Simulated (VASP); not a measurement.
A run of VASP 6.6.1:

The input INCAR:

```
PREC = Accurate
ENCUT = 600
EDIFF = 1E-6
ISMEAR = -1
SIGMA = 0.05
LREAL = F
LASPH = T
NELM = 100
ALGO = Normal
ISIF = 3
LWAVE = F
LCHARG = F
IBRION = 2
NSW = 60
EDIFFG = -0.02
```

KPOINTS

```
regular mesh
0
Gamma
  7 7 7
```

The input POSCAR:

```
Cu3Au
1.0
    3.7400000000      0.0000000000      0.0000000000
    0.0000000000      3.7400000000      0.0000000000
    0.0000000000      0.0000000000      3.7400000000
Au Cu
1 3
Direct
    0.0000000000      0.0000000000      0.0000000000
    0.5000000000      0.5000000000      0.0000000000
    0.5000000000      0.0000000000      0.5000000000
    0.0000000000      0.5000000000      0.5000000000
```

Potentials or basis: VASP PAW LDA potentials, release 64 (Au, Cu).

Command:

```console
$ cat potpaw_LDA.64/Au/POTCAR potpaw_LDA.64/Cu/POTCAR > POTCAR
$ mpirun -np 1 vasp_std > vasp.out
```

Hardware: 1 thread of Intel(R) Xeon(R) Platinum 8375C CPU @ 2.90GHz (Ice Lake) (shared host).

Estimate the wall time of this run.

Run time: 100 s on 1 thread of Intel(R) Xeon(R) Platinum 8375C CPU @ 2.90GHz (Ice Lake), with other jobs on the host, peak memory 0.17 GiB. Counts: scf iterations 37, k points 20, ion steps 3.
